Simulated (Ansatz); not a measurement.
(100) slab cut from the bulk of InAs, F-43m (No. 216); the slab's formula is InAs:

```xyz
8
Lattice="4.3747 0.0000 0.0000 0.0000 4.3747 0.0000 0.0000 0.0000 25.8268" Properties=species:S:1:pos:R:3 pbc="T T T"
As    0.0000    2.1873    7.5000
In    2.1873    2.1873    9.0467
As    2.1873    0.0000   10.5934
In    0.0000    0.0000   12.1401
As    0.0000    2.1873   13.6868
In    2.1873    2.1873   15.2334
As    2.1873    0.0000   16.7801
In    0.0000    0.0000   18.3268
```

These are results of DFT PBE, scalar-relativistic, plane waves, PAW (Ansatz), not measurements. Settings: cutoff 420 eV, Γ-centred mesh 8×8×1 on the computed 8-atom cell, Gaussian smearing of 0.10 eV; no spin polarisation. A dipole correction removes the field between periodic images along c.

Q: What forces act on the atoms?

A:
```
atom Fx (eV/Å) Fy (eV/Å) Fz (eV/Å)
 As1      0.000      0.000      0.144
 In2      0.000      0.000     -0.366
 As3      0.000      0.000      0.342
 In4      0.000      0.000     -0.233
 As5      0.000      0.000      0.166
 In6      0.000      0.000     -0.214
 As7      0.000      0.000     -0.297
 In8      0.000      0.000      0.458
```

Cost: 1 run of about 1.2 core-minutes, on Intel Xeon Platinum 8488C (Sapphire Rapids) (shared hosts).